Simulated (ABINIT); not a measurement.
# Si (Fd-3m) in ABINIT: settings compared, part 2 of 2

ABINIT 10.8.3 (patched build).

## (3) Equation of state, LDA

run.abi

```
# Datasets: one volume each
ndtset 7
getwfk -1
scalecart1 3*0.9795861087
scalecart2 3*0.9864848297
scalecart3 3*0.9932883884
scalecart4 3*1.0000000000
scalecart5 3*1.0066227096
scalecart6 3*1.0131594038
scalecart7 3*1.0196128224

# Pseudopotentials
pp_dirpath "./"
pseudos "Si.LDA_PW-JTH.xml"

# Structure
acell 3*1.0
rprim
     0.0000000000     5.1435532945     5.1435532945
     5.1435532945     0.0000000000     5.1435532945
     5.1435532945     5.1435532945     0.0000000000
ntypat 1
znucl 14
natom 2
typat 1 1
xred
     0.5000000000     0.5000000000     0.5000000000
     0.7500000000     0.7500000000     0.7500000000

# Plane-wave basis
ecut 15.0
pawecutdg 30.0

# k points
kptopt 1
ngkpt 8 8 8
nshiftk 1
shiftk 0.0 0.0 0.0

# Exchange and correlation
ixc 7

# Bands and occupations
nband 8
occopt 3
tsmear 0.05 eV

# SCF cycle
nstep 100
tolvrs 1.0e-9

# Output
iomode 3
prtwf 1
prtden 0
prteig 0
prtebands 0
```

Potentials or basis: JTH PAW LDA v2.0.

Launch:

```console
> abinit run.abi > log 2>&1
```

run.abo:

```text
.Version 10.8.3 of ABINIT
 DATASET    1 : space group Fd -3 m (#227); Bravais cF (face-center cubic)
================================================================================
 Values of the parameters that define the memory need for DATASET  1.
     intxc =       0    ionmov =       0      iscf =      17    lmnmax =       8
     lnmax =       4     mgfft =      27  mpssoang =       2    mqgrid =    3001
     natom =       2  nloc_mem =       2    nspden =       1   nspinor =       1
    nsppol =       1      nsym =      48    n1xccc =       1    ntypat =       1
    occopt =       3   xclevel =       1
       mpw =         718          nfft =       19683          nkpt =          29
 PAW method is used; the additional fine FFT grid is defined by:
   mgfftf=        36    nfftf =     46656
================================================================================
================================================================================
[... 71 lines left out ...]
 DATASET    7 : space group Fd -3 m (#227); Bravais cF (face-center cubic)
[... 1426 lines left out ...]
                      -4.9078035206E-30 -1.6359345069E-30  1.6359345069E-30
            fcart5    -1.6251714682E-30  4.8755144045E-30 -1.1376200277E-29
                       1.6251714682E-30 -4.8755144045E-30  1.1376200277E-29
[... 38 lines left out ...]
                       0.0000000000E+00  0.0000000000E+00  0.0000000000E+00
           xangst1     2.6662876104E+00  2.6662876104E+00  2.6662876104E+00
                       3.9994314157E+00  3.9994314157E+00  3.9994314157E+00
           xangst2     2.6850649024E+00  2.6850649024E+00  2.6850649024E+00
                       4.0275973536E+00  4.0275973536E+00  4.0275973536E+00
           xangst3     2.7035831767E+00  2.7035831767E+00  2.7035831767E+00
                       4.0553747650E+00  4.0553747650E+00  4.0553747650E+00
           xangst4     2.7218511847E+00  2.7218511847E+00  2.7218511847E+00
                       4.0827767770E+00  4.0827767770E+00  4.0827767770E+00
           xangst5     2.7398772146E+00  2.7398772146E+00  2.7398772146E+00
                       4.1098158220E+00  4.1098158220E+00  4.1098158220E+00
           xangst6     2.7576691235E+00  2.7576691235E+00  2.7576691235E+00
                       4.1365036852E+00  4.1365036852E+00  4.1365036852E+00
           xangst7     2.7752343686E+00  2.7752343686E+00  2.7752343686E+00
                       4.1628515528E+00  4.1628515528E+00  4.1628515528E+00
             xred      5.0000000000E-01  5.0000000000E-01  5.0000000000E-01
                       7.5000000000E-01  7.5000000000E-01  7.5000000000E-01
 Calculation completed.
```

Run time: 21 s. Hardware: 1 thread of Intel Xeon 6975P-C (Granite Rapids), shared host; peak memory 0.11 GiB.

Results:

| Property | Result |
| --- | --- |
| Equilibrium volume | 19.70 Å³/atom |
| Bulk modulus | 97 GPa |
| Pressure derivative of the bulk modulus | 4.3 |

Energy against volume, from the lowest point:
```csv
volume (Å³/atom),energy (meV/atom)
18.955,9.07
19.358,1.80
19.761,0.00
20.165,3.11
20.568,10.63
20.971,22.10
21.375,37.11
```

Caveat: pressures at fixed basis lie under the slope of the energies.

## (4) Band structure, r2SCAN

run.abi

```
ndtset 2

pp_dirpath "./"
pseudos "Si.LDA_PW-JTH.xml"

acell 7.2740828278 7.2740828278 7.2740828278
rprim
     0.0000000000     0.7071067812     0.7071067812
     0.7071067812     0.0000000000     0.7071067812
     0.7071067812     0.7071067812     0.0000000000
ntypat 1
znucl 14
natom 2
typat 1 1
xred
     0.5000000000     0.5000000000     0.5000000000
     0.7500000000     0.7500000000     0.7500000000

ecut 489.804952 eV
pawecutdg 36.0

ixc -497498
usekden 1
pawxcdev 0

occopt 3
tsmear 0.05 eV

nstep 100

iomode 3
prtwf 0
prteig 0
prtebands 0
enunit 1
prtden1 1
prtkden1 1
prtvha1 1
prtvclmb1 1
prtpot1 1

kptopt1 1
ngkpt1 8 8 8
nshiftk1 1
shiftk1 0.0 0.0 0.0
nband1 8
tolvrs1 1.0e-7

iscf2 -2
getden2 1
getkden2 1
nband2 12
nbdbuf2 2
tolwfr2 1.0e-12
kptopt2 -9
ndivsm2 8
prteig2 1
kptbounds2
     0.0000000000     0.0000000000     0.0000000000
     0.5000000000     0.0000000000     0.5000000000
     0.5000000000     0.2500000000     0.7500000000
     0.3750000000     0.3750000000     0.7500000000
     0.0000000000     0.0000000000     0.0000000000
     0.5000000000     0.5000000000     0.5000000000
     0.6250000000     0.2500000000     0.6250000000
     0.5000000000     0.2500000000     0.7500000000
     0.5000000000     0.5000000000     0.5000000000
     0.3750000000     0.3750000000     0.7500000000
```

Launch:

```console
> abinit run.abi > log 2>&1
```

It took 2.8 min on 1 thread of Intel Xeon 6975P-C (Granite Rapids), shared host; peak memory 0.13 GiB.

Results (log left out):

- Free energy: -118.0958 eV
- Pressure: -0.6 GPa
- Band gap on the k mesh: 0.82 eV, indirect (least direct gap 2.75 eV)
- Band gap along the path: 0.79 eV, indirect (least direct gap 2.75 eV)
- Valence electrons inside the program's atomic spheres: Si 1.53 (radii [1.0104] Å)

Levels at the corners of the path, in eV from the valence-band top:
| point | band 2 | band 3 | band 4 | band 5 | band 6 | band 7 |
| --- | --- | --- | --- | --- | --- | --- |
| Γ | 0.00 | 0.00 | 0.00 | 2.75 | 2.75 | 2.75 |
| X | -8.15 | -2.99 | -2.99 | 0.94 | 0.94 | 10.79 |
| W | -7.98 | -3.99 | -3.99 | 4.62 | 4.62 | 5.39 |
| K | -7.53 | -4.46 | -2.55 | 1.45 | 4.48 | 7.97 |
| Γ | 0.00 | 0.00 | 0.00 | 2.75 | 2.75 | 2.75 |
| L | -7.24 | -1.27 | -1.27 | 1.83 | 3.61 | 3.61 |
| U | -7.53 | -4.46 | -2.55 | 1.45 | 4.48 | 7.97 |
| W | -7.98 | -3.99 | -3.99 | 4.62 | 4.62 | 5.39 |
| L | -7.24 | -1.27 | -1.27 | 1.83 | 3.61 | 3.61 |
| K | -7.53 | -4.46 | -2.55 | 1.45 | 4.48 | 7.97 |

Caveat: totals of a meta-GGA on PAW files have another zero than those of a GGA; the PAW data sets were made with another functional, which shifts forces and pressure a little.

## (5) Equation of state, WC

run.abi

```
# Datasets: one volume each
ndtset 7
getwfk -1
scalecart1 3*0.9795861087
scalecart2 3*0.9864848297
scalecart3 3*0.9932883884
scalecart4 3*1.0000000000
scalecart5 3*1.0066227096
scalecart6 3*1.0131594038
scalecart7 3*1.0196128224

# Pseudopotentials
pp_dirpath "./"
pseudos "Si.GGA_PBE-JTH.xml"

# Structure
acell 3*1.0
rprim
     0.0000000000     5.1435532945     5.1435532945
     5.1435532945     0.0000000000     5.1435532945
     5.1435532945     5.1435532945     0.0000000000
ntypat 1
znucl 14
natom 2
typat 1 1
xred
     0.5000000000     0.5000000000     0.5000000000
     0.7500000000     0.7500000000     0.7500000000

# Plane-wave basis
ecut 15.0
pawecutdg 30.0

# k points
kptopt 1
ngkpt 8 8 8
nshiftk 1
shiftk 0.0 0.0 0.0

# Exchange and correlation
ixc 23

# Bands and occupations
nband 8
occopt 3
tsmear 0.05 eV

# SCF cycle
nstep 100
tolvrs 1.0e-9

# Output
iomode 3
prtwf 1
prtden 0
prteig 0
prtebands 0
```

Potentials or basis: JTH PAW PBE v2.0.

Launch:

```console
> abinit run.abi > log 2>&1
```

Wall time 26 s (1 thread of Intel Xeon 6975P-C (Granite Rapids), shared host); peak memory 0.12 GiB.

Results (log left out):

```yaml
Equilibrium_volume: 20.03 Å³/atom
Bulk_modulus: 94 GPa
Pressure_derivative_of_the_bulk_modulus: 4.3
```

Energy against volume, from the lowest point:
```
volume (Å³/atom)  energy (meV/atom)
          18.955              18.57
          19.358               6.86
          19.761               0.84
          20.165               0.00
          20.568               3.78
          20.971              11.70
          21.375              23.35
```

Caveat: pressures at fixed basis lie under the slope of the energies; the PAW data sets were made with another functional, which shifts forces and pressure a little.

## (6) Band structure, OLYP

run.abi

```
# Datasets: ground state, then fixed potential
ndtset 2

# Pseudopotentials
pp_dirpath "./"
pseudos "Si.GGA_PBE-JTH.xml"

# Structure
acell 3*1.0 Angstrom
rprim
     0.0000000000     2.7218511865     2.7218511865
     2.7218511865     0.0000000000     2.7218511865
     2.7218511865     2.7218511865     0.0000000000
ntypat 1
znucl 14
natom 2
typat 1 1
xcart
     2.7218511865     2.7218511865     2.7218511865
     4.0827767798     4.0827767798     4.0827767798 Angstrom

# Plane-wave basis
ecut 15.0
pawecutdg 30.0

# Exchange and correlation
ixc -110131

# Bands and occupations
occopt 3
tsmear 0.00183747

# SCF cycle
nstep 100

# Output
iomode 3
prtwf 0
prteig 0
prtebands 0
prtden1 1

# Dataset 1
kptopt1 1
ngkpt1 8 8 8
nshiftk1 1
shiftk1 0.0 0.0 0.0
nband1 8
tolvrs1 1.0e-9

# Dataset 2: bands along G-X-W-K-G-L-U-W-L-K
iscf2 -2
getden2 1
nband2 12
nbdbuf2 2
tolwfr2 1.0e-12
kptopt2 -9
ndivsm2 5
prteig2 1
prtvol2 -3
kptbounds2
     0.0000000000     0.0000000000     0.0000000000
     0.5000000000     0.0000000000     0.5000000000
     0.5000000000     0.2500000000     0.7500000000
     0.3750000000     0.3750000000     0.7500000000
     0.0000000000     0.0000000000     0.0000000000
     0.5000000000     0.5000000000     0.5000000000
     0.6250000000     0.2500000000     0.6250000000
     0.5000000000     0.2500000000     0.7500000000
     0.5000000000     0.5000000000     0.5000000000
     0.3750000000     0.3750000000     0.7500000000
```

Potentials or basis: JTH PAW PBE v2.0.

Launch:

```console
> abinit run.abi > log 2>&1
```

Run time: 18 s. Hardware: 1 thread of Intel Xeon 6975P-C (Granite Rapids), shared host; peak memory 0.11 GiB.

The run converged. Its results:

* Free energy: -215.0442 eV
* Pressure: 1.1 GPa
* Band gap on the k mesh: 0.84 eV, indirect (least direct gap 2.59 eV)
* Band gap along the path: 0.81 eV, indirect (least direct gap 2.59 eV)
* Valence electrons inside the program's atomic spheres: Si 1.55 (radii [1.0104] Å)

Levels at the corners of the path, in eV from the valence-band top:
```tsv
point	band 1	band 2	band 3	band 4	band 5	band 6	band 7	band 8	band 9
Γ	-11.85	0.00	0.00	0.00	2.59	2.59	2.59	3.44	7.82
X	-7.76	-7.76	-2.83	-2.83	0.95	0.95	10.13	10.13	11.21
W	-7.61	-7.61	-3.75	-3.75	4.49	4.49	5.07	5.07	10.71
K	-8.19	-7.18	-4.19	-2.41	1.43	4.30	7.50	8.18	8.30
Γ	-11.85	0.00	0.00	0.00	2.59	2.59	2.59	3.44	7.82
L	-9.57	-6.86	-1.20	-1.20	1.68	3.43	3.43	8.18	10.73
U	-8.19	-7.18	-4.19	-2.41	1.43	4.30	7.50	8.18	8.30
W	-7.61	-7.61	-3.75	-3.75	4.49	4.49	5.07	5.07	10.71
L	-9.57	-6.86	-1.20	-1.20	1.68	3.43	3.43	8.18	10.73
K	-8.19	-7.18	-4.19	-2.41	1.43	4.30	7.50	8.18	8.30
```

Caveat: the PAW data sets were made with another functional, which shifts forces and pressure a little.

## (7) Summary

| task | level | potentials or basis | cutoff (eV) | fine-grid cutoff | gap on the mesh (eV) | pressure (GPa) | V0 of scaled cells (Å³/atom) | B0 (GPa) |
| --- | --- | --- | --- | --- | --- | --- | --- | --- |
| band structure | WC | JTH PAW PBE v2.0 | 408 | 816.342 eV | 0.54 | -0.7 | - | - |
| equation of state | LDA | JTH PAW LDA v2.0 | 408 | 816.342 eV | - | - | 19.70 | 97 |
| band structure | r2SCAN | JTH PAW LDA v2.0 | 490 | 979.61 eV | 0.82 | -0.6 | - | - |
| equation of state | WC | JTH PAW PBE v2.0 | 408 | 816.342 eV | - | - | 20.03 | 94 |
| band structure | OLYP | JTH PAW PBE v2.0 | 408 | 816.342 eV | 0.84 | 1.1 | - | - |

Alike in all rows: no spin polarisation; cell as given; k mesh 8 × 8 × 8; smearing fermi-dirac 0.05 eV.

Caveats: the PAW data sets were made with another functional, which shifts forces and pressure a little (some runs); pressures at fixed basis lie under the slope of the energies (some runs); totals of a meta-GGA on PAW files have another zero than those of a GGA (some runs).

Absolute energies hang on the potentials; compare differences alone.
